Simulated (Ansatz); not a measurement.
Base system: ZnTe in the zinc blende structure (space group F-43m, No. 216; a = 6.1791 Å).

Now apply this change: cell and atoms relaxed at a pressure of 4.2 GPa.

Levels (all Ansatz, an electronic-structure program, PAW): PBE (420 eV, without spin-orbit coupling); PBE+SOC (420 eV, spin-orbit coupling included).

The geometry is relaxed with PBE.

| Quantity | Result |
|---|---|
| PBE band gap | 1.46 eV |
| PBE valence-band top at Γ | 0.00, 0.00, 0.00 eV |
| PBE electron mass | 0.095 mₑ (at Γ) |

Problem. How does going to PBE+SOC change the band gap, hole mass, valence-band top at Γ and electron mass?

Solution. The band gap falls by 0.28 eV to 1.18 eV; the hole mass (degenerate bands, along [100]) is 0.10, 0.38 mₑ (at Γ); the valence-band top at Γ (three highest Kramers pairs, from the VBM) goes from 0.00, 0.00, 0.00 eV to 0.00, 0.00, -0.90 eV; the electron mass changes from 0.095 mₑ (at Γ) to 0.089 mₑ (at Γ). The threefold valence maximum splits by Δso ≈ 0.90 eV.

Single points use the geometry relaxed with PBE. Differences between runs with and without spin-orbit coupling are approximate. With Te present, leaving out spin-orbit coupling can change the band edges. Load acts through the strain it causes; cell and atoms are relaxed under it. Masses are band curvatures over ±0.01 Å⁻¹ around the edge. Whether these cells are dynamically stable was not tested. Tetrahedral semiconductors of this kind turn to denser phases somewhere between about 1 and 50 GPa; those were not computed, so compressed cells here can lie past the real transition.
